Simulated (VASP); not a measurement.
# Zn: convergence, self-consistent run

Zn, P-3m1 (no. 164), 2 atoms in the cell. PBE; PAW potentials Zn (PBE set). VASP 6.6.1. The cell is changed on purpose: last atom moved by 0.08 Å along z, cell strained by -1.0% along z.

Wanted: energy within 10 meV/atom; forces within 0.05 eV/Å.

What the run is for: forces; Accuracy asked: screening.

POSCAR:
```
Zn
1.0
    2.6700000000      0.0000000000      0.0000000000
   -1.3350000000      2.3122878281      0.0000000000
    0.0000000000      0.0000000000      4.9163400000
Zn
2
Direct
    0.6666666700      0.3333333300      0.7500000000
    0.3333333300      0.6666666700      0.2661095400
```

The series start from Plane-wave cutoff (eV): 360; Smearing width (eV): 0.1; k-point mesh: 16 × 16 × 8; Precision mode (PREC): Accurate; Electronic threshold (eV): 1e-6; Bands in all (NBANDS): 22; Aspherical gradient terms in the spheres (LASPH): yes; Electronic algorithm: ALGO=Normal; Support grid and gradient cutoff: ADDGRID=False GGA_COMPAT=False; Use of symmetry (ISYM): defaults. Each series keeps the choices made before it, and each single choice may use up half of a tolerance.

## Plane-wave cutoff (eV)

| Plane-wave cutoff (eV) | Energy less reference (meV/atom) | Forces, largest deviation (eV/Å) | SCF iterations | Time (s) |
|---|---|---|---|---|
| 220 | 168 | 0.058 | 10 | 25 |
| 280 | 3 | 0.005 | 11 | 30 |
| 320 | -2 | 0.000 | 11 | 31 |
| 360 | 0 | 0.000 | 11 | 56 |
| 410 | 0 | 0.000 | 11 | 48 |
| 480 | 0 | 0.000 | 11 | 81 |
| 580 | 0 | 0.000 | 11 | 97 |
| 720 (reference) | 0 | 0.000 | 11 | 159 |

Chosen: 280, the loosest value from which every tighter one stays within half of the tolerance.

## Smearing width (eV)

| Smearing width (eV) | Energy less reference (meV/atom) | Forces, largest deviation (eV/Å) | SCF iterations | Time (s) |
|---|---|---|---|---|
| 0.4 | 0 | 0.001 | 11 | 39 |
| 0.3 | 0 | 0.002 | 11 | 43 |
| 0.2 | 0 | 0.000 | 11 | 42 |
| 0.15 | 0 | 0.001 | 11 | 40 |
| 0.1 | 0 | 0.002 | 11 | 30 |
| 0.05 (reference) | 0 | 0.000 | 11 | 40 |

Chosen: 0.4.

## k-point mesh

| k-point mesh | Energy less reference (meV/atom) | Forces, largest deviation (eV/Å) | SCF iterations | Time (s) |
|---|---|---|---|---|
| 5 × 5 × 3 | -2 | 0.083 | 11 | 5.6 |
| 7 × 7 × 3 | -28 | 0.011 | 11 | 7.0 |
| 8 × 8 × 4 | 10 | 0.017 | 11 | 7.0 |
| 10 × 10 × 5 | -7 | 0.020 | 11 | 14 |
| 13 × 13 × 6 | -8 | 0.021 | 11 | 26 |
| 16 × 16 × 8 | -6 | 0.009 | 11 | 39 |
| 19 × 19 × 9 | 0 | 0.004 | 11 | 63 |
| 22 × 22 × 11 (reference) | 0 | 0.000 | 11 | 102 |

Chosen: 19 × 19 × 9.

## Precision mode (PREC)

| Precision mode (PREC) | Energy less reference (meV/atom) | Forces, largest deviation (eV/Å) | SCF iterations | Time (s) |
|---|---|---|---|---|
| Low | -10 | 0.001 | 11 | 32 |
| SingleN | -28 | 0.074 | 11 | 32 |
| Normal | -1 | 0.010 | 11 | 30 |
| Accurate (reference) | 0 | 0.000 | 11 | 63 |

Chosen: Normal.

## Electronic threshold (eV)

| Electronic threshold (eV) | Energy less reference (meV/atom) | Forces, largest deviation (eV/Å) | SCF iterations | Time (s) |
|---|---|---|---|---|
| 0.001 | 0 | 0.002 | 9 | 26 |
| 0.0001 | 0 | 0.001 | 9 | 25 |
| 1e-5 | 0 | 0.000 | 10 | 30 |
| 1e-6 | 0 | 0.000 | 11 | 30 |
| 1e-7 | 0 | 0.000 | 12 | 32 |
| 1e-8 (reference) | 0 | 0.000 | 14 | 41 |

Chosen: 0.001.

## Bands in all (NBANDS)

| Bands in all (NBANDS) | Energy less reference (meV/atom) | Forces, largest deviation (eV/Å) | SCF iterations | Time (s) |
|---|---|---|---|---|
| 13 | 0 | 0.000 | 9 | 19 |
| 14 | 0 | 0.000 | 9 | 17 |
| 16 | 0 | 0.000 | 9 | 23 |
| 18 | 0 | 0.001 | 9 | 21 |
| 22 | 0 | 0.001 | 9 | 26 |
| 32 (reference) | 0 | 0.000 | 9 | 42 |

Chosen: 13.

## Aspherical gradient terms in the spheres (LASPH)

| Aspherical gradient terms in the spheres (LASPH) | Energy less reference (meV/atom) | Forces, largest deviation (eV/Å) | SCF iterations | Time (s) |
|---|---|---|---|---|
| no | 0 | 0.001 | 9 | 14 |
| yes (reference) | 0 | 0.000 | 9 | 19 |

Chosen: no.

## Electronic algorithm

| Electronic algorithm | Energy less reference (meV/atom) | Forces, largest deviation (eV/Å) | SCF iterations | Time (s) |
|---|---|---|---|---|
| ALGO=Normal | 0 | 0.000 | 9 | 14 |
| ALGO=Fast | 0 | 0.001 | 9 | 16 |
| ALGO=VeryFast | 0 | 0.001 | 16 | 24 |
| ALGO=All ISEARCH=1 | 0 | 0.007 | 10 | 20 |
| ALGO=All ISEARCH=0 | 0 | 0.007 | 10 | 17 |
| ALGO=Damped TIME=0.4 | 0 | 0.034 | 15 | 20 |
| ALGO=Damped TIME=0.1 | 1 | 0.021 | 19 | 30 |
| ALGO=Old Fast | 0 | 0.000 | 9 | 15 |

Chosen: ALGO=Normal; no other choice that stays within half of the tolerance saves 30 % of the time.

## Support grid and gradient cutoff

| Support grid and gradient cutoff | Energy less reference (meV/atom) | Forces, largest deviation (eV/Å) | SCF iterations | Time (s) |
|---|---|---|---|---|
| ADDGRID=False GGA_COMPAT=False | 0 | 0.000 | 9 | 14 |
| ADDGRID=True GGA_COMPAT=False | 0 | 0.009 | 9 | 17 |
| ADDGRID=False GGA_COMPAT=True | 0 | 0.001 | 9 | 17 |

Chosen: ADDGRID=False GGA_COMPAT=False.

## Use of symmetry (ISYM)

| Use of symmetry (ISYM) | Energy less reference (meV/atom) | Forces, largest deviation (eV/Å) | SCF iterations | Time (s) |
|---|---|---|---|---|
| defaults | 0 | 0.000 | 9 | 14 |
| ISYM=1 | 0 | 0.000 | 9 | 16 |
| ISYM=0 | 0 | 0.000 | 9 | 76 |
| ISYM=-1 | 0 | 0.000 | 9 | 142 |

Chosen: defaults.

## All choices together

| Input | Energy less reference (meV/atom) | Forces, largest deviation (eV/Å) | Time (s) |
|---|---|---|---|
| the program's defaults (naive) | 20 | 0.085 | 1.9 |
| chosen settings | 3 | 0.013 | 14 |
| reference settings throughout | 0 | 0.000 | 674 |

The tolerance is met.

Values of the reference run: Forces: 0, 0, 0.1923, 0, 0, -0.1923 eV/Å.

## The input

INCAR:
```
GGA = PE ; ISMEAR = 2
SIGMA = 0.4 ; LWAVE = False
LCHARG = False ; ISIF = 2
PREC = Normal ; LASPH = False
LREAL = False ; ALGO = Normal
EDIFF = 0.001 ; NELM = 120
GGA_COMPAT = False ; ENCUT = 280
KPAR = 2 ; NBANDS = 13
ADDGRID = False
```

KPOINTS:
```
Automatic mesh
0
Gamma
  19 19 9
  0 0 0
```

Commands:
```
cat potpaw_PBE.64/Zn/POTCAR > POTCAR
mpirun -np 2 vasp_std > vasp.out
```

The chosen input took VASP 6.6.1 14 s on 2 cores (AMD EPYC 7R43 (Zen 3)), a shared host.

## An input that fails: mixing far too strong

VASP's message: ERROR FEXCP: supplied Exchange-correletion table is too small, maximal index : 4719.

Changes against the starting input:
```
- NELM = 120
+ NELM = 65
+ IMIX = 1
+ AMIX = 2.5
+ BMIX = 0.0001
```
